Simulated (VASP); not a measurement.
Method: PBE GGA, VASP's PBE PAW potentials (set 64) (plane waves; VASP).

A VASP calculation is set up with these files.

**POSCAR**
```
ZrO2
1
    0.0000000000     2.5591991727     2.5591991727
    2.5591991727     0.0000000000     2.5591991727
    2.5591991727     2.5591991727     0.0000000000
Zr O
1 2
Direct
  0.0000000000   0.0000000000   0.0000000000
  0.2500000000   0.2500000000   0.2500000000
  0.7500000000   0.7500000000   0.7500000000
```

### KPOINTS
```
Automatic
0
gamma
  10 10 10
0 0 0
```

### INCAR
```
ALGO = Normal   ! blocked Davidson
GGA = PE
LASPH = T
ISMEAR = 0   ! Gaussian
LWAVE = F
LREAL = F
EDIFF = 1E-7
PREC = Accurate
LCHARG = F
CSHIFT = 0.1
NELM = 100   ! most electronic steps
NBANDS = 48
NEDOS = 1001   ! DOS grid
ENCUT = 520   ! plane-wave cut-off (eV)
LMAXMIX = 4   ! l cut-off of mixed one-centre charges
LOPTICS = T
SYSTEM = ZrO2
SIGMA = 0.01   ! width (eV)
```

POTCAR, in this order: Zr_sv O (PBE.64 set). Program: vasp_std.

The resulting files:

**OSZICAR**
```
       N       E                     dE             d eps       ncg     rms          rms(c)
DAV:   1     0.197964635804E+03    0.19796E+03   -0.11349E+04  4528   0.513E+02
DAV:   2    -0.266867700074E+02   -0.22465E+03   -0.21140E+03  5328   0.194E+02
DAV:   3    -0.348453850676E+02   -0.81586E+01   -0.80656E+01  5736   0.338E+01
DAV:   4    -0.349518400425E+02   -0.10645E+00   -0.10640E+00  5152   0.331E+00
DAV:   5    -0.349534432030E+02   -0.16032E-02   -0.16031E-02  5336   0.338E-01    0.240E+01
DAV:   6    -0.287133424939E+02    0.62401E+01   -0.97099E+00  5312   0.156E+01    0.926E+00
DAV:   7    -0.286062426904E+02    0.10710E+00   -0.50150E-01  5144   0.274E+00    0.616E+00
DAV:   8    -0.285779940282E+02    0.28249E-01   -0.17244E-01  5272   0.210E+00    0.205E+00
DAV:   9    -0.285668941519E+02    0.11100E-01   -0.21291E-02  4976   0.848E-01    0.914E-01
DAV:  10    -0.285681814298E+02   -0.12873E-02   -0.33611E-03  5160   0.257E-01    0.722E-02
DAV:  11    -0.285682086145E+02   -0.27185E-04   -0.92809E-05  5520   0.320E-02    0.543E-02
DAV:  12    -0.285682297074E+02   -0.21093E-04   -0.32870E-05  5176   0.235E-02    0.463E-03
DAV:  13    -0.285682309358E+02   -0.12284E-05   -0.13705E-06  5544   0.417E-03    0.548E-03
DAV:  14    -0.285682309879E+02   -0.52027E-07   -0.75298E-07  5152   0.319E-03
   1 F= -.28568231E+02 E0= -.28568231E+02  d E =-.445008E-27
 imaginary and real dielectric function
```

### OUTCAR
```
------------------------ aborting loop because EDIFF is reached ----------------------------------------
  FORCE on cell =-STRESS in cart. coord.  units (eV):
  Direction    XX          YY          ZZ          XY          YZ          ZX
  --------------------------------------------------------------------------------------
  Total       -0.0090511     -0.0090511     -0.0090511     -0.0000000      0.0000000     -0.0000000
  in kB       -0.4325835     -0.4325835     -0.4325835     -0.0000000      0.0000000     -0.0000000
  external PRESSURE =      -0.4325835 kB  Pullay stress =       0.0000000 kB
  volume of cell :       33.52
      direct lattice vectors                 reciprocal lattice vectors
     0.000000000  2.559199173  2.559199173    -0.195373617  0.195373617  0.195373617
     2.559199173  0.000000000  2.559199173     0.195373617 -0.195373617  0.195373617
     2.559199173  2.559199173  0.000000000     0.195373617  0.195373617 -0.195373617
 POSITION                                       TOTAL-FORCE (eV/Angst)
 -----------------------------------------------------------------------------------
      0.00000      0.00000      0.00000        -0.000000     -0.000000     -0.000000
      1.27960      1.27960      1.27960         0.000000      0.000000      0.000000
      3.83880      3.83880      3.83880        -0.000000     -0.000000     -0.000000
 -----------------------------------------------------------------------------------
    total drift:                                0.000000      0.000000      0.000000
  FREE ENERGIE OF THE ION-ELECTRON SYSTEM (eV)
  ---------------------------------------------------
  free  energy   TOTEN  =       -28.5682309879 eV

  energy  without entropy=      -28.5682309879  energy(sigma->0) =      -28.56823099

 plasma frequency squared (from intraband transitions) (eV^2)
  --------------------------------------------------------------------------------------
       0.000      -0.000       0.000
      -0.000       0.000       0.000
       0.000      -0.000       0.000

 plasma frequency squared (from interband transitions, int dw w eps(2)(w)) (eV^2)
  --------------------------------------------------------------------------------------
     783.865       0.000       0.000      -0.000       0.000      -0.000
       0.000       0.000     783.865       0.000       0.000      -0.000
       0.000       0.000       0.000       0.000     783.865       0.000
```
(Selected blocks of OUTCAR.)

OUTCAR:
```
 val. band max:        7.0359769270   @ k =   0.5000   0.5000   0.0000

 cond. band min:      10.3423110645   @ k =   0.0000   0.0000   0.0000


 Fermi energy:         7.1080829471

 k-point     1 :       0.0000    0.0000    0.0000
  band No.  band energies     occupation
      1     -41.1317      2.00000
      2     -18.9495      2.00000
      3     -18.9495      2.00000
      4     -18.9495      2.00000
      5     -11.0809      2.00000
      6      -8.5840      2.00000
      7       1.9004      2.00000
      8       1.9004      2.00000
      9       1.9004      2.00000
     10       6.5108      2.00000
     11       6.5108      2.00000
     12       6.5108      2.00000
     13      10.3423      0.00000
     14      10.3423      0.00000
     15      13.4913      0.00000
     16      16.2024      0.00000
     17      16.2024      0.00000
     18      16.2024      0.00000
     19      21.2855      0.00000
     20      21.2855      0.00000
     21      21.2855      0.00000
     22      29.4793      0.00000
     23      30.5808      0.00000
     24      30.5808      0.00000
     25      34.4782      0.00000
     26      34.4782      0.00000
     27      34.4782      0.00000
     28      35.6512      0.00000
     29      35.6512      0.00000
     30      35.6512      0.00000
     31      37.6789      0.00000
     32      37.6789      0.00000
     33      37.6789      0.00000
     34      41.3234      0.00000
     35      47.6824      0.00000
     36      47.6824      0.00000
     37      47.6824      0.00000
     38      48.2267      0.00000
     39      48.2267      0.00000
     40      49.5371      0.00000
     41      49.5371      0.00000
     42      49.5371      0.00000
     43      53.7454      0.00000
     44      53.7454      0.00000
     45      54.0238      0.00000
     46      57.7043      0.00000
     47      57.7044      0.00000
     48      57.7047      0.00000

 k-point     2 :       0.1000    0.0000    0.0000
  band No.  band energies     occupation
...
```

The compound is ZrO2 in the fluorite structure, the high-temperature cubic form, which is unstable at 0 K; the monoclinic form is the stable one. It was relaxed first.
